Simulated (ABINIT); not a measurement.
Runs of ABINIT 10.8.3 (patched build) on BaTiO3. The structure is cubic, space group Pm-3m (No. 221). The conventional cell has a = 4.006 Å, b = 4.006 Å, c = 4.006 Å, α = 90.00°, β = 90.00°, γ = 90.00°. Ba (site symmetry m-3m) is surrounded by 12 O at 2.83 Å. Around Ti (site symmetry m-3m) lie 6 O at 2.00 Å. O (site symmetry 4/mmm) has 2 Ti at 2.00 Å as nearest neighbours. 

| task | level | potentials or basis | cutoff (eV) | fine-grid cutoff | gap on the mesh (eV) | pressure (GPa) |
| --- | --- | --- | --- | --- | --- | --- |
| band structure | PBE | JTH PAW PBE v2.0 | 626 | 1224.51 eV | 1.82 | 2.8 |
| band structure | r2SCAN | JTH PAW PBE v2.0 | 762 | 1360.57 eV | (a) | -0.2 |
| band structure | PBEsol | JTH PAW PBE v2.0 | 626 | 1224.51 eV | (c) | -3.3 |
| band structure | LDA | JTH PAW LDA v2.0 | 626 | 1224.51 eV | (b) | -8.1 |

Alike in all rows: no spin polarisation; cell as given; k mesh 7 × 7 × 7; smearing fermi-dirac 0.05 eV.

Problem. Estimate the missing entries.

Solution. (a) 2.17; (b) 1.73; (c) 1.77.

Caveats: this set's barium file shifts pressures by 1.5 GPa and gaps by 0.1 eV against other sets; spin-orbit coupling is left out, which moves the levels of the heavy elements; the PAW data sets were made with another functional, which shifts forces and pressure a little (some runs).

A k mesh can miss the band edges, and the runs leave out spin-orbit coupling on Ba.
